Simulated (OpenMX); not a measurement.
Runs of OpenMX 3.8.5 on Tl. It takes space group P6_3/mmc (No. 194, hexagonal). The conventional cell has a = 3.525 Å, b = 3.525 Å, c = 5.525 Å, α = 90.00°, β = 90.00°, γ = 120.00°. Tl (site symmetry -6m2) is surrounded by 12 Tl at 3.43 to 3.53 Å. 

```csv
task,spin,cell,k mesh,SCF threshold,mesh quality,gap on the mesh (eV),pressure (GPa),moment (μB),largest force (eV/Å)
single point,off,"P6_3/mmc, 29.73 Å³/atom",7 × 7 × 5,1e-08 Ha,not flagged,none,(b),-,0.01
single point,off,"P6_3/mmc, 26.33 Å³/atom",7 × 7 × 5,1e-08 Ha,not flagged,none,8.7,-,0.01
single point,off,"P6_3/mmc, 28.57 Å³/atom",7 × 7 × 5,1e-08 Ha,not flagged,none,4.3,-,0.01
band structure,"non-collinear, zero start, SOC","P6_3/mmc, 28.57 Å³/atom",5 × 5 × 3,1e-07 Ha,coarse,-,-,0.00,0.01
single point,off,"P6_3/mmc, 27.44 Å³/atom",7 × 7 × 5,1e-08 Ha,not flagged,none,6.3,-,0.01
band structure,"non-collinear, zero start","P6_3/mmc, 28.57 Å³/atom",5 × 5 × 3,1e-07 Ha,coarse,-,-,0.00,0.01
single point,off,"P6_3/mmc, 30.91 Å³/atom",7 × 7 × 5,1e-08 Ha,not flagged,none,(a),-,0.01
```

Alike in all rows: level PBE; potentials or basis OpenMX 2013 PBE set, Tl8.0-s3p2d2f1, grid cutoff 500 Ry; smearing fermi-dirac 0.05 eV.

Estimate the missing entries.

(a) 1.3; (b) 2.6.

Caveats: some runs use coarse meshes; the basis has few d functions beyond the semicore shells, which can make volumes several per cent too large; the basis of atomic orbitals isn't converged, which shifts pressures, moduli and gaps; total energies with and without spin-orbit coupling shouldn't be compared in this program (some runs); spin-orbit coupling is left out, which moves the levels of the heavy elements (some runs).

A k mesh can miss the band edges, and rows without SOC leave out spin-orbit coupling on Tl.

A gap of «none» marks a metal or a gap under the smearing width.
